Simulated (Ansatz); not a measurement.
# Ni: a single-point calculation

The task is one self-consistent run of Ni. System: Ni, its experimental structure (space group Fm-3m); the cell holds 1 atom. Source: COD entry 9012963, which need not be the ambient phase.

The COD entry's cell or inner coordinates are ideal or old and differ from later refinements, so a difference from it is no clean test against experiment.

Program: Ansatz 0.2.0. Level of theory: DFT r2SCAN, PAW, plane waves, scalar-relativistic. These are calculated values, not measurements.

7 further runs of the same task are left out: 5 that didn't finish, 2 set aside as unsound or not needed.

**1. Starting point**

The structure is cubic, space group Fm-3m (No. 225). The conventional cell has a = 3.517 Å, b = 3.517 Å, c = 3.517 Å, α = 90.00°, β = 90.00°, γ = 90.00°. Ni (site symmetry m-3m) is surrounded by 12 Ni at 2.49 Å.

Coordinates:

```cif
data_structure
_symmetry_space_group_name_H-M 'Fm-3m'
_symmetry_Int_Tables_number 225
_cell_length_a 3.5170
_cell_length_b 3.5170
_cell_length_c 3.5170
_cell_angle_alpha 90.000
_cell_angle_beta 90.000
_cell_angle_gamma 90.000
_cell_volume 43.50
loop_
_atom_site_label
_atom_site_type_symbol
_atom_site_symmetry_multiplicity
_atom_site_Wyckoff_symbol
_atom_site_fract_x
_atom_site_fract_y
_atom_site_fract_z
_atom_site_occupancy
Ni1 Ni 4 a 0.00000 0.00000 0.00000 1
```

Atoms are counted from 1 in the order of input.yaml (Ni1 and so on).

The search for lower states is off throughout, and inputs that name a mixer don't switch to direct minimisation unless they say so. Spin is collinear, with starting moments Ni1 2.00 μB. β is the mixing step of the charge; the magnetisation has a step of its own, which the program sets unless it is named.

**2. The run**

input.yaml reads:

```yaml
crystal:
  lattice:
    - [0.0, 1.7585, 1.7585]
    - [1.7585, 0.0, 1.7585]
    - [1.7585, 1.7585, 0.0]
  atoms:
    - { symbol: Ni, position: [0.0, 0.0, 0.0], spin: 2.0 }
magnetization:
  spin_polarized: true
hamiltonian:
  xc: r2scan
  pseudopotentials: { kind: paw }
basis:
  ecutwfc: 500
kpoints:
  mp_grid: { grid: [13, 13, 13] }
scf:
  occupations: { method: fermi_dirac, width: 0.05 }
  lower_state_search: "off"
  mixing: { betta: 0.3 }
output:
  forces: true
  stress: true
```

Started as:

```
ansatz run input.yaml --threads 2 --pin off --max-ram 5120MiB --backend cpu --events-out ev --progress --plain --runs-dir out
```

Log:

```text
Error: YAML parse error: error: line 20 column 13: unknown field `betta`, expected one of algorithm, preconditioner, beta, beta_mag, beta_mag_transverse, tau, ndim, q_tf, eps_inf, rho_ref, vacuum_switching, restart, globalisation, spin_hold, negative_modes
  --> <input>:20:13
   |
18 |   occupations: { method: fermi_dirac, width: 0.05 }
19 |   lower_state_search: "off"
20 |   mixing: { betta: 0.3 }
   |             ^ unknown field `betta`, expected one of algorithm, preconditioner, beta, beta_mag, beta_mag_transverse, tau, ndim, q_tf, eps_inf, rho_ref, vacuum_switching, restart, globalisation, spin_hold, negative_modes
21 | output:
22 |   forces: true
   |
```

It took 0.02 s on 2 threads of Arm Neoverse V2, shared host; peak memory 0.022 GiB.

**3. Diagnosis**

The input was refused before the first iteration. Its message: YAML parse error: error: line 20 column 13: unknown field `betta`, expected one of algorithm, preconditioner, beta, beta_mag, beta_mag_transverse, tau, ndim, q_tf, eps_inf, rho_ref, vacuum_switching, restart, globalisation, spin_hold, negative_modes [...] The fault: misspelt key scf.mixing.betta.

The cure: take the faulty line out, which gives the default settings.

**4. Back to the default settings**

input.yaml: that of step 2 with these lines changed.

```diff
@@ -19,3 +19,2 @@
   lower_state_search: "off"
-  mixing: { betta: 0.3 }
 output:
```

Started as:

```
ansatz run input.yaml --threads 2 --pin off --max-ram 5120MiB --backend cpu --events-out ev --progress --plain --runs-dir out
```

Its history (converged in 16 iterations):

```
iteration  Harris–Foulkes energy + 5845 (eV)  largest residual (eV)  M (μB)  ∫|m| (μB)
        1                             0.1290               1.13e+00    0.99       1.15
        2                            -0.0270               2.24e-01    0.95       1.13
        3                            -0.0853               3.97e-03    0.87       1.10
        4                            -0.1900               2.77e-03    0.84       1.07
        5                            -0.2704               1.23e-03    0.81       1.01
        6                            -0.2765               4.03e-04    0.79       0.98
        7                            -0.2825               6.63e-05    0.78       0.96
        8                            -0.2833               1.62e-05    0.77       0.95
        9                            -0.2844               1.34e-05    0.76       0.94
       10                            -0.2847               7.69e-06    0.76       0.93
       11                            -0.2848               1.73e-06    0.76       0.93
       13                            -0.2849               9.44e-07    0.75       0.92
       14                            -0.2849               4.81e-08    0.75       0.92
       15                            -0.2849               7.56e-09    0.75       0.92
       16                            -0.2849               4.69e-09    0.75       0.92
```

Run time: 3.5 s. Hardware: 2 threads of Arm Neoverse V2, shared host; peak memory 0.3 GiB.

This works: 16 iterations, ferromagnetic, site moments Ni1 0.82 μB, total 0.75 μB per cell, no gap on the k-mesh.

**5. Results**

| quantity | value |
| --- | --- |
| first try | input refused |
| step 4: the default settings | converged in 16 iterations |
| state reached in step 4 | ferromagnetic, site moments Ni1 0.82 μB, total 0.75 μB per cell, no gap on the k-mesh |
| largest force there | 0.000 eV/Å |

In words: With the default settings the same cell converges in 16 iterations.
